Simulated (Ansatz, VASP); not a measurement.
Two plane-wave programs on SiNi3

```xyz
4
Lattice="3.5420 0.0000 0.0000 0.0000 3.5420 0.0000 0.0000 0.0000 3.5420" Properties=species:S:1:pos:R:3 pbc="T T T"
Ni    1.7710    1.7710    0.0000
Ni    1.7710    0.0000    1.7710
Ni    0.0000    1.7710    1.7710
Si    0.0000    0.0000    0.0000
```

Alike in both runs: task relaxation of cell and atoms; functional LDA; k mesh 8 × 8 × 8; occupations fermi-dirac, width 0.05 eV; collinear spin, ferromagnetic start.

```csv
,VASP,Ansatz
version,VASP 6.6.1,Ansatz 0.2.0
potentials or method,"VASP PAW LDA potentials, release 64 (Ni, Si)",Ansatz PAW
plane-wave cutoff (eV),600,420
valence electrons in the cell,34,58
```

VASP gave:

| Property | Result |
| --- | --- |
| gap on the k mesh at the Fermi level, each at its own relaxed structure (eV) | none |
| net moment per atom (μB) | 0.00 |
| relaxed volume (Å³/atom) | 10.08 |
| relaxed cell length with the largest relative difference (Å) | 3.429 |
| energy change over the relaxation (meV/atom) | -70 |

Problem. Which values does Ansatz return?

Solution. gap on the k mesh at the Fermi level, each at its own relaxed structure (eV): none; net moment per atom (μB): 0.00; relaxed volume (Å³/atom): 10.07; relaxed cell length with the largest relative difference (Å): 3.428; energy change over the relaxation (meV/atom): -72.

A gap of «none» marks a metal or a gap that the smearing closes. The two sets of potentials don't hold the same shells in valence.

Caveats: the plane-wave basis is chosen anew once the cell has moved, so the energies of steps on either side of that aren't comparable (Ansatz); the PAW data sets come from PBE, with cores solved anew for the run's functional, which leaves a small shift of forces and pressure (Ansatz); the starting moments weren't kept (Ansatz). LDA usually gives volumes a few per cent too small. Zero-point motion and thermal expansion aren't in these numbers.
